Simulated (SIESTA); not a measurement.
Crystal: SnTe.

```xyz
2
Lattice="0.0000 3.1509 3.1509 3.1509 0.0000 3.1509 3.1509 3.1509 0.0000" Properties=species:S:1:pos:R:3 pbc="T T T"
Te    3.1509    3.1509    3.1509
Sn    0.0000    0.0000    0.0000
```

Base run:

```yaml
Program: SIESTA 5.4.2
Functional: PBE
Potentials_or_basis: PseudoDojo 0.4 standard (PBE files)
Basis: SZ (energy shift 0.003 Ry)
Grid_cutoff: 500 Ry
Energy_shift: 0.003 Ry
k_mesh: 7 × 7 × 7
Occupations: fermi-dirac, width 0.05 eV
Spin: no spin polarisation
```

Its results: pressure 7.6 GPa.

Problem. The run is repeated on the same cell with these changes: basis from SZ (energy shift 0.003 Ry) to TZP (energy shift 0.003 Ry; two zetas on semicore shells). What comes out?

Solution. Pressure 2.9 GPa.

Caveats: the basis of atomic orbitals isn't converged, which shifts pressures, moduli and gaps; the basis has no polarisation orbitals (some runs).
